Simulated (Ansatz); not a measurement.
# Ge: the cost of one run

Program: Ansatz 0.2.0. Level of theory: DFT PBE, scalar-relativistic, plane waves, PAW. These are calculated values, not measurements.

1 further run of the same task is left out (it didn't finish).

### Step 1. The starting structure

It takes space group C2/c (No. 15, monoclinic). Conventional cell: a = 5.482 Å, b = 5.693 Å, c = 6.297 Å, α = 90.00°, β = 99.08°, γ = 90.00°. Ge (site symmetry 1) has 1 Ge at 2.10 Å as nearest neighbours. Around Ge (site symmetry -1) lie 6 Ge at 2.42 to 2.51 Å.

As a file:

```cif
data_structure
_symmetry_space_group_name_H-M 'C2/c'
_symmetry_Int_Tables_number 15
_cell_length_a 5.4822
_cell_length_b 5.6925
_cell_length_c 6.2971
_cell_angle_alpha 90.000
_cell_angle_beta 99.082
_cell_angle_gamma 90.000
_cell_volume 194.05
loop_
_atom_site_label
_atom_site_type_symbol
_atom_site_symmetry_multiplicity
_atom_site_Wyckoff_symbol
_atom_site_fract_x
_atom_site_fract_y
_atom_site_fract_z
_atom_site_occupancy
Ge1 Ge 8 f 0.30555 0.14712 0.37806 1
Ge2 Ge 4 c 0.25000 0.25000 0.00000 1
```

The cell is invented: 4-, 6-connected net of one element (C2/c, No. 15). Its size is a rough estimate.

### Step 2. Probe: one point on a coarse mesh

Contents of input.yaml:

```yaml
crystal:
  lattice:
    - [2.74108561, -2.84626862, 0.0]
    - [2.74108561, 2.84626862, 0.0]
    - [-0.99396826, 0.0, 6.21814689]
  atoms:
    - { symbol: Ge, position: [0.15842726, 0.45266456, 0.37805889] }
    - { symbol: Ge, position: [0.54733544, 0.84157274, 0.12194111] }
    - { symbol: Ge, position: [0.84157274, 0.54733544, 0.62194111] }
    - { symbol: Ge, position: [0.45266456, 0.15842726, 0.87805889] }
    - { symbol: Ge, position: [0.0, 0.5, 0.0] }
    - { symbol: Ge, position: [0.5, 0.0, 0.5] }
basis:
  ecutwfc: 420
kpoints:
  mp_grid: { grid: [4, 4, 4] }
hamiltonian:
  xc: pbe
scf:
  occupations: { method: gaussian, width: 0.1 }
  lower_state_search: "off"
output:
  forces: true
  stress: true
  eigenvalues: true
```

On the command line:

```sh
$ ansatz run input.yaml --threads 1 --pin off --max-ram 2560MiB --backend cpu --events-out ev --progress --plain --runs-dir out
```

What time and memory should one allow on 1 thread of Arm Neoverse N1, shared host?

About 12 s, with a peak of 0.37 GiB.
